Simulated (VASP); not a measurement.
Here is a VASP 6.6.1 calculation.

File INCAR:

```
PREC = Accurate ; ENCUT = 520
EDIFF = 1E-7 ; ISMEAR = 0
SIGMA = 0.15 ; LREAL = False
LASPH = True ; NELM = 100
ALGO = Fast ; ISIF = 2
LWAVE = False ; LCHARG = True
GGA = PE ; LELF = True
LVHAR = True ; NBANDS = 13
```

Contents of KPOINTS:

```
Automatic mesh
0
Gamma
  20 20 20
```

Contents of POSCAR:

```
W
1.0
    0.0000000000      2.0300000000      2.0909000000
    2.0300000000      0.0000000000      2.0909000000
    2.0300000000      2.0300000000      0.0000000000
W
1
Direct
    0.0000000000      0.0000000000      0.0000000000
```

Potentials or basis: VASP PAW PBE potentials, release 64 (W_sv).

Launch:

```bash
$ cat potpaw_PBE.64/W_sv/POTCAR > POTCAR
$ mpirun -np 1 vasp_std > vasp.out
```

**Question.** What does it give for the pressure?

**Answer.** -11.6 GPa.

**Question.** Estimate the band gap on the k mesh.

**Answer.** None (metal or under the smearing width).

Stress tensor (GPa, compression positive):
```
-14.22   0.00   0.00
  0.00 -14.22   0.00
  0.00   0.00  -6.45
```

The run has no spin-orbit coupling, so splittings on W are missing.
